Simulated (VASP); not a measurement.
A run of VASP 6.6.1 is set up as follows.

The input INCAR:

```
PREC = Accurate ; ENCUT = 520
EDIFF = 1E-6 ; ISMEAR = -1
SIGMA = 0.05 ; LREAL = F
LASPH = T ; NELM = 80
ALGO = Normal ; ISIF = 2
LWAVE = F ; LCHARG = F
GGA = 91
```

Contents of KPOINTS:

```
regular mesh
0
Gamma
  7 7 7
```

File POSCAR:

```
TePb
1.0
    0.0000000000      3.2310000000      3.2310000000
    3.2310000000      0.0000000000      3.2310000000
    3.2310000000      3.2310000000      0.0000000000
Pb Te
1 1
Direct
    0.0000000000      0.0000000000      0.0000000000
    0.5000000000      0.5000000000      0.5000000000
```

The input KPOINTS_OPT:

```
path GXWKGLUWLK,UX
10
line-mode
reciprocal
 0.0000000000  0.0000000000  0.0000000000  G
 0.5000000000  0.0000000000  0.5000000000  X

 0.5000000000  0.0000000000  0.5000000000  X
 0.5000000000  0.2500000000  0.7500000000  W

 0.5000000000  0.2500000000  0.7500000000  W
 0.3750000000  0.3750000000  0.7500000000  K

 0.3750000000  0.3750000000  0.7500000000  K
 0.0000000000  0.0000000000  0.0000000000  G

 0.0000000000  0.0000000000  0.0000000000  G
 0.5000000000  0.5000000000  0.5000000000  L

 0.5000000000  0.5000000000  0.5000000000  L
 0.6250000000  0.2500000000  0.6250000000  U

 0.6250000000  0.2500000000  0.6250000000  U
 0.5000000000  0.2500000000  0.7500000000  W

 0.5000000000  0.2500000000  0.7500000000  W
 0.5000000000  0.5000000000  0.5000000000  L

 0.5000000000  0.5000000000  0.5000000000  L
 0.3750000000  0.3750000000  0.7500000000  K

 0.6250000000  0.2500000000  0.6250000000  U
 0.5000000000  0.0000000000  0.5000000000  X
```

Potentials or basis: VASP PAW PBE potentials, release 64 (Pb_d, Te).

The run is started by

```console
$ cat potpaw_PBE.64/Pb_d/POTCAR potpaw_PBE.64/Te/POTCAR > POTCAR
$ mpirun -np 1 vasp_std > vasp.out
```

Estimate the band gap along the path.

0.72 eV, direct.

Estimate the pressure.

2.1 GPa.

Levels at the corners of the path, in eV from the Fermi level:
```
point  band 8  band 9  band 10  band 11  band 12  band 13
    Γ   -1.77   -1.77    -1.77     3.65     3.65     3.65
    X   -4.92   -3.22    -3.22     2.89     5.05     5.05
    X   -4.92   -3.22    -3.22     2.89     5.05     5.05
    W   -4.20   -4.20    -0.77     1.25     4.80     4.81
    W   -4.20   -4.20    -0.77     1.25     4.80     4.80
    K   -4.53   -2.72    -2.49     3.16     3.36     4.72
    K   -4.53   -2.72    -2.49     3.16     3.36     4.72
    Γ   -1.77   -1.77    -1.77     3.65     3.65     3.65
    Γ   -1.77   -1.77    -1.77     3.65     3.65     3.65
    L   -1.30   -1.30    -0.40     0.32     0.85     0.85
    L   -1.30   -1.30    -0.40     0.32     0.85     0.85
    U   -4.53   -2.72    -2.49     3.16     3.36     4.72
    U   -4.53   -2.72    -2.49     3.16     3.36     4.72
    W   -4.20   -4.20    -0.77     1.25     4.80     4.81
    W   -4.20   -4.20    -0.77     1.25     4.80     4.81
    L   -1.30   -1.30    -0.40     0.32     0.85     0.85
    L   -1.30   -1.30    -0.40     0.32     0.85     0.85
    K   -4.53   -2.72    -2.49     3.16     3.36     4.72
    U   -4.53   -2.72    -2.49     3.16     3.36     4.72
    X   -4.92   -3.22    -3.22     2.89     5.05     5.05
```

Caveat: this odd mesh misses L, where the gap lies, so gap, dielectric constants and Born charges aren't listed; the PAW data sets were made with another functional, which shifts forces and pressure a little; spin-orbit coupling is left out, which moves the levels of the heavy elements.

**Experimental background.**

From a printed reference work, monograph, for a bulk crystal of TePb at 4.2 K: band gap 0.19 eV (direct).

Against the measured gap of TePb, 0.19 eV (direct; 4.2 K; a printed reference work, monograph), the calculated 0.72 eV is off by +0.53 eV. Spin-orbit coupling on Pb, Te is left out. The value is that of PW91, without temperature or zero-point motion.
